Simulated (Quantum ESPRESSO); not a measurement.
## Li2S under changes of volume

One of the cells (15.344 Å³/atom); the others are scaled copies at fixed shape and fractional positions:

```
S Li
1.0
     0.00000    2.84450    2.84450
     2.84450    0.00000    2.84450
     2.84450    2.84450    0.00000
S Li
1 2
Direct
  0.00000 0.00000 0.00000
  0.75000 0.75000 0.75000
  0.25000 0.25000 0.25000
```

* Program: Quantum ESPRESSO 7.5
* Functional: PBEsol
* Potentials or basis: PseudoDojo 0.4.1 SR PBEsol standard
* Cutoff: 1007 eV
* Density cutoff: 4027 eV
* k mesh: 8 × 8 × 8
* Occupations: fermi-dirac, width 0.05 eV
* Spin: no spin polarisation

```csv
volume (Å³/atom),energy over the lowest point (meV/atom),pressure (GPa),gap on the mesh (eV)
14.423,3.91,2.0,3.17
14.730,1.04,1.0,3.19
15.037,0.00,0.1,3.21
15.344,0.63,-0.8,3.22
15.650,2.76,-1.5,3.23
15.957,?,?,?
16.264,11.00,-2.8,3.26
```

Problem. What does the run at 15.957 Å³/atom give?

Solution. Energy over the lowest point 6.26 meV/atom; pressure -2.2 GPa; gap on the mesh 3.25 eV.

Worked out: A Birch-Murnaghan fit of order 3 (a polynomial in V^(-2/3)) to the other rows has its minimum at 15.07 Å³/atom with B0 = V·E''(V) = 42 GPa and B' = 3.8. It gives 6.26 meV/atom at 15.957 Å³/atom, against the run's 6.26, and -dE/dV = -2.2 GPa, against -2.2. A straight line through the other rows of the gap, of slope 0.722 eV per unit of ln V, gives 3.25 eV, against the run's 3.25.

Energies are extrapolated to zero smearing.

A mesh can miss the band edges.
